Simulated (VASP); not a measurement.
A run of VASP 6.6.1:

INCAR

```
PREC = Accurate
ENCUT = 600
EDIFF = 1E-6
ISMEAR = -1
SIGMA = 0.05
LREAL = F
LASPH = T
NELM = 60
ALGO = Fast
ISIF = 3
LWAVE = F
LCHARG = F
GGA = PE
IVDW = 12
IBRION = 2
NSW = 40
EDIFFG = -0.005
```

The input KPOINTS:

```
regular mesh
0
Gamma
  8 8 8
```

POSCAR

```
ZrB2
1.0
    3.1700000000      0.0000000000      0.0000000000
   -1.5850000000      2.7453005300      0.0000000000
    0.0000000000      0.0000000000      3.5330000000
Zr B
1 2
Direct
    0.0000000000      0.0000000000      0.0000000000
    0.6666666667      0.3333333333      0.5000000000
    0.3333333333      0.6666666667      0.5000000000
```

Potentials or basis: VASP PAW PBE potentials, release 64 (Zr_sv, B).

Launch:

```sh
$ cat potpaw_PBE.64/Zr_sv/POTCAR potpaw_PBE.64/B/POTCAR > POTCAR
$ mpirun -np 1 vasp_std > vasp.out
```

Hardware: 1 thread of AMD EPYC 9R45 96-Core Processor (Zen 5), on a shared host.

Estimate the wall time of this run.

Wall time 84 s on 1 thread of AMD EPYC 9R45 96-Core Processor (Zen 5), with other jobs on the host, peak memory 0.16 GiB. Counts: scf iterations 74, k points 50, ion steps 8.
